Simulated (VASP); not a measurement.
Input of a VASP 6.6.1 run:

Contents of INCAR:

```
PREC = Accurate ; ENCUT = 600
EDIFF = 1E-6 ; ISMEAR = 0
SIGMA = 0.03 ; LREAL = F
LASPH = T ; NELM = 80
ALGO = Normal ; ISIF = 3
LWAVE = F ; LCHARG = F
GGA = RP ; IBRION = 2
NSW = 90 ; EDIFFG = -0.01
KPAR = 2
```

File KPOINTS:

```
Automatic mesh
0
Gamma
  6 6 8
```

Contents of POSCAR:

```
SnO2
1.0
    4.7380000000      0.0000000000      0.0000000000
    0.0000000000      4.7380000000      0.0000000000
    0.0000000000      0.0000000000      3.1865000000
Sn O
2 4
Direct
    0.0000000000      0.0000000000      0.0000000000
    0.5000000000      0.5000000000      0.5000000000
    0.3071000000      0.3071000000      0.0000000000
    0.1929000000      0.8071000000      0.5000000000
    0.6929000000      0.6929000000      0.0000000000
    0.8071000000      0.1929000000      0.5000000000
```

Potentials or basis: VASP PAW PBE potentials, release 64 (Sn_d, O).

Command:

```console
$ cat potpaw_PBE.64/Sn_d/POTCAR potpaw_PBE.64/O/POTCAR > POTCAR
$ mpirun -np 2 vasp_std > vasp.out
```

Problem. Predict the band gap on the k mesh.

Solution. 0.51 eV, direct.

Problem. Predict the space group after relaxing (to 0.05 Å).

Solution. P4_2/mnm (No. 136).

Problem. What does it give for the relaxed cell?

Solution. a = 4.878 Å, b = 4.878 Å, c = 3.256 Å, α = 90.00°, β = 90.00°, γ = 90.00°.

The path:
```tsv
step	energy change (eV)	largest force (eV/Å)	pressure (GPa)	volume (Å³)
1	0.0000	0.3254	15.83	71.53
2	0.0578	0.4277	-12.07	84.43
3	-0.2610	0.1219	-0.06	77.20
4	-0.2611	0.1151	0.21	77.09
5	-0.2666	0.0227	0.06	77.33
6	-0.2674	0.0264	0.00	77.46
7	-0.2674	0.0236	0.03	77.46
8	-0.2675	0.0027	-0.06	77.48
9	-0.2675	0.0024	-0.08	77.49
10	-0.2675	0.0021	0.10	77.42
11	-0.2675	0.0020	0.01	77.46
```

Caveat: the PAW data sets were made with another functional, which shifts forces and pressure a little; spin-orbit coupling is left out, which moves the levels of the heavy elements. RPBE and its kin give volumes clearly too large for solids.
